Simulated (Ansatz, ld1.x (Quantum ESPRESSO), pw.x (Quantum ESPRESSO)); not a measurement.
## Equation-of-state test of one TM potential (Ta (Z = 73))

```json
{
  "Element": "Ta (Z = 73)",
  "Generator": "ld1.x (Quantum ESPRESSO) 7.5",
  "Type": "norm-conserving Troullier–Martins (Kleinman–Bylander form)",
  "Functional": "PBE",
  "Relativity": "scalar-relativistic",
  "Frozen core": "[Xe] 4f14",
  "Valence charge": "5",
  "Reference configuration": "5d3 6s0 6p0 (charge +2)",
  "Partial waves": "6s (bound, empty): rc 1.90 bohr; 5d (bound): rc 2.80 bohr; 6p (bound, empty): rc 3.40 bohr",
  "Local potential": "the p channel",
  "Core correction": "Bessel-smoothed model core, default radius (core density twice the valence density)"
}
```

Atomic tests: cutoffs needed: 21 Ry and 30 Ry (the cutoffs (Ry, on a coarse ladder) from which the occupation-weighted sum of valence levels, in a spherical-Bessel basis at the reference potential, stays within 10 and 1 mRy of its value at 400 Ry); ghost test: no extra level below or beside the all-electron valence levels (s, d, p, f tested) (spherical-Bessel basis up to 400 Ry, 20 bohr box); configuration tests: 1 of 7 tests not solved or not reliable.

Crystal test: diamond Ta in pw.x 7.5, no spin, 8³ k-points, Fermi–Dirac smearing 0.01 Ry, cutoffs 50/200 Ry. The reference is all-electron LAPW (Ansatz 0.2.0) with the same functional, mesh and smearing; V0 and B0 come from Birch–Murnaghan fits to the pressures at five volumes. Errors are pseudo minus all-electron; Δ is the rms difference of the E(V) curves that follow from these fits, minima aligned, over ±6 % about the mean V0. Mesh and smearing are coarse, so the numbers serve the comparison and aren't converged zero-temperature values; the lattice is a test structure that the element need not adopt.

```csv
V (Å³/atom),P all-electron (GPa),P pseudo (GPa)
27.063,3.83,14.76
27.775,1.81,11.83
28.487,-0.00,9.20
29.199,-1.63,6.85
29.911,-3.08,4.74
```

All-electron: a0 = 6.108 Å (V0 = 28.49 Å³/atom), B0 = 68.6 GPa.

Pseudopotential: mean pressure error (GPa): +9.29. The pressure does not cross zero within the volumes sampled, so no fit is given. The largest radius (3.40 bohr) exceeds half the bond length (2.50 bohr), so the spheres overlap, which is one possible source of error among others. This is a poor potential for the solid. Atomic configuration tests: 1 of 7 tests not solved or not reliable.

Question: At the middle volume, how do free energy and pressure move when the wave cutoff is lowered (ecutrho kept at four times it)?

Answer:

```
cutoff (Ry)  shift of F (meV/atom)  shift of P (GPa)
         22                 +189.8             -5.54
         30                  +34.7             +0.76
         40                  +29.5             +0.62
```

The run at the middle volume (29 k-points, 12 iterations) took about 16 s on one core of a shared host (Neoverse-V1, 32 threads, 247 GiB, load 15).
